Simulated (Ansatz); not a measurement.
**A C vacancy and O started on a C site in diamond C, 63 atoms, charge 0**

Wanted: geometry, formation energy and gap levels of the defect, compared across PBEsol and HSE06.

Method: density functional theory in Ansatz 0.2.0, PAW datasets, plane waves.

## 1. The starting cell

63 atoms (62 C, 1 O); a = 7.108 Å, b = 7.108 Å, c = 7.108 Å, α = 90.00°, β = 90.00°, γ = 90.00°. All atoms were shaken off their sites by about 0.02 Å along each axis. Defect site 1: (0.500, 0.500, 0.500). Defect site 2: (0.625, 0.625, 0.625). Starting moments add up to 2 μB.

The runs, in order: (2) PBEsol relaxation at the single k point (¼, ¼, ¼), on 7 threads of Arm Neoverse-V2; (3) HSE06 relaxation at the single k point (¼, ¼, ¼), on 7 threads of Arm Neoverse-V2.

## 2. Relaxation of the positions (PBEsol)

Contents of in.yaml:

```yaml
crystal:
  lattice:
    - [7.107606, 0.000000, 0.000000]
    - [0.000000, 7.107606, 0.000000]
    - [0.000000, 0.000000, 7.107606]
  atoms:
    - { symbol: C, position: [0.001610, 0.000574, 0.004744] }
    - { symbol: C, position: [0.005043, 0.998592, 0.498307] }
    - { symbol: C, position: [0.999723, 0.496799, 0.003586] }
    - { symbol: C, position: [0.000622, 0.493677, 0.498992] }
    - { symbol: C, position: [0.500178, 0.002411, 0.999565] }
    - { symbol: C, position: [0.503652, 0.999472, 0.505839] }
    - { symbol: C, position: [0.500318, 0.502692, 0.997578] }
    - { symbol: C, position: [0.128175, 0.126033, 0.125093] }
    - { symbol: C, position: [0.125884, 0.125404, 0.629361] }
    - { symbol: C, position: [0.124453, 0.623828, 0.122950] }
    - { symbol: C, position: [0.128272, 0.626835, 0.625672] }
    - { symbol: C, position: [0.625730, 0.128318, 0.125752] }
    - { symbol: C, position: [0.626410, 0.124564, 0.631060] }
    - { symbol: C, position: [0.622651, 0.628559, 0.125151] }
    - { symbol: C, position: [0.249425, 0.251593, 0.000478] }
    - { symbol: C, position: [0.246028, 0.249846, 0.496286] }
    - { symbol: C, position: [0.253551, 0.748792, 0.001616] }
    - { symbol: C, position: [0.246992, 0.751007, 0.496956] }
    - { symbol: C, position: [0.749387, 0.249131, 0.995855] }
    - { symbol: C, position: [0.747767, 0.252981, 0.498528] }
    - { symbol: C, position: [0.753741, 0.750413, 0.000597] }
    - { symbol: C, position: [0.749799, 0.752377, 0.496036], spin: 0.286 }
    - { symbol: C, position: [0.374079, 0.373589, 0.122385] }
    - { symbol: C, position: [0.376229, 0.380162, 0.628156], spin: 0.286 }
    - { symbol: C, position: [0.374888, 0.879467, 0.126056] }
    - { symbol: C, position: [0.372239, 0.880160, 0.629317] }
    - { symbol: C, position: [0.879571, 0.373610, 0.125517] }
    - { symbol: C, position: [0.874861, 0.374085, 0.626550] }
    - { symbol: C, position: [0.876072, 0.868902, 0.124239] }
    - { symbol: C, position: [0.879148, 0.876756, 0.626261] }
    - { symbol: C, position: [0.248335, 0.003509, 0.245013] }
    - { symbol: C, position: [0.254172, 0.997236, 0.745821] }
    - { symbol: C, position: [0.253454, 0.503422, 0.253277] }
    - { symbol: C, position: [0.250068, 0.499980, 0.752291] }
    - { symbol: C, position: [0.749328, 0.994355, 0.251715] }
    - { symbol: C, position: [0.753881, 0.997546, 0.748570] }
    - { symbol: C, position: [0.752018, 0.494906, 0.250526] }
    - { symbol: C, position: [0.748635, 0.501281, 0.748450], spin: 0.286 }
    - { symbol: C, position: [0.375883, 0.124547, 0.376222] }
    - { symbol: C, position: [0.375232, 0.124029, 0.878318] }
    - { symbol: C, position: [0.372705, 0.630721, 0.383289], spin: 0.286 }
    - { symbol: C, position: [0.372126, 0.620710, 0.875621] }
    - { symbol: C, position: [0.877731, 0.125905, 0.372567] }
    - { symbol: C, position: [0.874649, 0.129273, 0.873215] }
    - { symbol: C, position: [0.879937, 0.625150, 0.377538] }
    - { symbol: C, position: [0.874677, 0.623966, 0.874056] }
    - { symbol: C, position: [0.000553, 0.252985, 0.247683] }
    - { symbol: C, position: [0.001488, 0.248931, 0.749774] }
    - { symbol: C, position: [0.002806, 0.748868, 0.250467] }
    - { symbol: C, position: [0.996894, 0.754342, 0.750396] }
    - { symbol: C, position: [0.498944, 0.249582, 0.253504] }
    - { symbol: C, position: [0.500910, 0.245855, 0.751315] }
    - { symbol: C, position: [0.504809, 0.746933, 0.250909] }
    - { symbol: C, position: [0.502277, 0.752629, 0.751709], spin: 0.286 }
    - { symbol: C, position: [0.129495, 0.372661, 0.373153] }
    - { symbol: C, position: [0.123780, 0.376857, 0.872255] }
    - { symbol: C, position: [0.126681, 0.875759, 0.379374] }
    - { symbol: C, position: [0.122701, 0.873460, 0.873000] }
    - { symbol: C, position: [0.620316, 0.375299, 0.374245], spin: 0.286 }
    - { symbol: C, position: [0.626401, 0.375167, 0.876495] }
    - { symbol: C, position: [0.629234, 0.871864, 0.377406] }
    - { symbol: C, position: [0.626829, 0.879050, 0.880409] }
    - { symbol: O, position: [0.621046, 0.625944, 0.625696], spin: 0.286 }
  symmetry: { detect: false }
kpoints:
  mp_grid: { grid: [1, 1, 1], shift: [0.25, 0.25, 0.25] }
hamiltonian:
  xc: pbesol
magnetization:
  spin_polarized: true
scf:
  occupations: { method: fermi_dirac, width: 0.01 }
relax:
  f_tol: 0.03
  max_steps: 80
  escape_saddle: false
  adjacent_minimum: "off"
output:
  forces: true
  eigenvalues: true
  populations: true
```

The run is started by

```bash
ansatz run in.yaml --threads 7 --pin off --max-ram 13300MiB --runs-dir r --events-out ev --progress --plain
```

After this run come: HSE06 relaxation in the fixed cell.

What does the calculation give? Wanted: for each run, formation energy; host gap; top filled to lowest empty; moment.

The runs gave:

| level | time | formation energy (eV) | host gap (eV) | top filled to lowest empty (eV) | moment (μB) |
| --- | --- | --- | --- | --- | --- |
| PBEsol, relaxation | 29 s (7 CPU threads) | 6.34 | 4.36 | 0.92 | 2.00 |
| HSE06 (atoms relaxed with HSE06) | 3.5 min (7 CPU threads) | - | - | 2.60 | 2.00 |

```
            quantity                             value
          relaxation  4 recorded steps, 0.02 eV gained
       largest shift                      0.04 Å (O63)
largest local moment                     +0.59 μB on C
```

**Reading.** Relaxation gains 0.02 eV, with shifts up to 0.04 Å (O63). The host's edges were read at Γ, so band-like levels at this k point need not coincide with them. Finite-cell errors of some tenths of an eV remain in such numbers.
